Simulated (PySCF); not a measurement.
## Splitting trees

Mapped SMILES: `[CH2:1]=[CH:2][CH2:3][CH3:4]`. Hydrogens are named by the atom that carries them. Ha(C1) is cis to C3; Hb(C1) is trans to C3.

PySCF calculation with shieldings: GIAO PBE0/pcSseg-1, couplings computed with B3LYP/pcJ-1 (without the spin–dipole term) and coordinates at the GFN2-xTB level; fast rotation and ring inversion assumed for equivalent nuclei, a single conformation, in vacuum, non-relativistic Hamiltonian.

Scale: $^{1}$H and $^{13}$C vs TMS (reference shieldings calculated alike).

Spectrometer: 600 MHz for $^{1}$H. First-order analysis; couplings under 1 Hz (under 4 Hz in carbon signals) are ignored, and nearly equal couplings are merged; the smaller ones broaden or split the lines further.

**Question.** What pattern does H(C4) show ($^{1}$H)?

**Answer.** A triplet at δ 1.06: 7.9 Hz to H(C3) (2 × $^{1}$H, 3 bonds away). Lines in Hz from the centre (relative intensity): +7.9 (1), +0.0 (2), -7.9 (1). The outer lines are 15.8 Hz apart, the sum of the couplings kept, or 0.026 ppm at this field.

**Question.** What pattern does H(C2) show ($^{1}$H)?

**Answer.** A doublet of doublets of triplets at δ 6.15: 17.4 Hz to Ha(C1) (1 × $^{1}$H, 3 bonds away), 11.2 Hz to Hb(C1) (1 × $^{1}$H, 3 bonds away), 7.8 Hz to H(C3) (2 × $^{1}$H, 3 bonds away). Lines in Hz from the centre (relative intensity): +22.1 (1), +14.3 (2), +10.9 (1), +6.5 (1), +4.7 (1), +3.1 (2), -3.1 (2), -4.7 (1), -6.5 (1), -10.9 (1), -14.3 (2), -22.1 (1). The outer lines are 44.2 Hz apart, the sum of the couplings kept, or 0.074 ppm at this field.

**Question.** What pattern does H(C3) show ($^{1}$H)?

**Answer.** A quintet of triplets at δ 2.13: 7.9 Hz to H(C4) and H(C2) (4 × $^{1}$H, 3 bonds away), 1.4 Hz to Ha(C1) and Hb(C1) (2 × $^{1}$H, 4 bonds away). Lines in Hz from the centre (relative intensity): +17.2 (1), +15.8 (2), +14.4 (1), +9.3 (4), +7.9 (8), +6.5 (4), +1.4 (6), +0.0 (12), -1.4 (6), -6.5 (4), -7.9 (8), -9.3 (4), -14.4 (1), -15.8 (2), -17.2 (1). The outer lines are 34.4 Hz apart, the sum of the couplings kept, or 0.057 ppm at this field.

**Question.** What pattern does C4 show in the proton-coupled $^{13}$C spectrum?

**Answer.** A quartet of triplets at δ 17.4: 132.7 Hz to H(C4) (3 × $^{1}$H, 1 bond away), 4.4 Hz to H(C3) (2 × $^{1}$H, 2 bonds away). Lines in Hz from the centre (relative intensity): +203.4 (1), +199.1 (2), +194.7 (1), +70.8 (3), +66.3 (6), +62.0 (3), -62.0 (3), -66.3 (6), -70.8 (3), -194.7 (1), -199.1 (2), -203.4 (1). The outer lines are 406.9 Hz apart, the sum of the couplings kept, or 2.697 ppm at this field.

Unscaled 3J(H,H) at this level run about 10 % above measured values. Couplings across =CH–CH2 type bonds come from one rotamer and its mirror image, and can be 1–2 Hz further off.
